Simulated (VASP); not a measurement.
A run of VASP 6.6.1 is set up as follows.

INCAR

```
PREC = Accurate
ENCUT = 600
EDIFF = 1E-7
ISMEAR = 0
SIGMA = 0.1
LREAL = False
LASPH = True
NELM = 100
ALGO = Normal
ISIF = 3
LWAVE = False
LCHARG = False
GGA = PE
IBRION = 2
NSW = 90
EDIFFG = -0.04
```

The input KPOINTS:

```
Automatic mesh
0
Gamma
  9 9 2
```

POSCAR

```
Mn
1.0
    2.8767339869      0.0000000000      0.0000000000
   -1.4383669934      2.4913247126      0.0000000000
    0.0000000000      0.0000000000      7.8350072000
Mn
4
Direct
    0.0000000000      0.0000000000      0.2500000000
    0.0000000000      0.0000000000      0.7500000000
    0.3333333333      0.6666666667      0.7500000000
    0.6666666667      0.3333333333      0.2500000000
```

Potentials or basis: VASP PAW PBE potentials, release 64 (Mn_pv).

Command:

```console
$ cat potpaw_PBE.64/Mn_pv/POTCAR > POTCAR
$ mpirun -np 1 vasp_std > vasp.out
```

(1) Predict the space group after relaxing (to 0.05 Å).

(2) What does it give for the relaxed cell?

(3) Predict the band gap on the k mesh.

(4) Predict the relaxed volume.

Results:

(1) P6_3/mmc (No. 194).

(2) a = 3.694 Å, b = 3.694 Å, c = 4.400 Å, α = 90.00°, β = 90.00°, γ = 120.00°.

(3) none (metal or under the smearing width).

(4) 13.00 Å³/atom.

Caveat: the k mesh is coarse (spacing up to 0.40 Å⁻¹), so the values aren't converged; the run has no spin polarisation, though such a crystal can be magnetic.
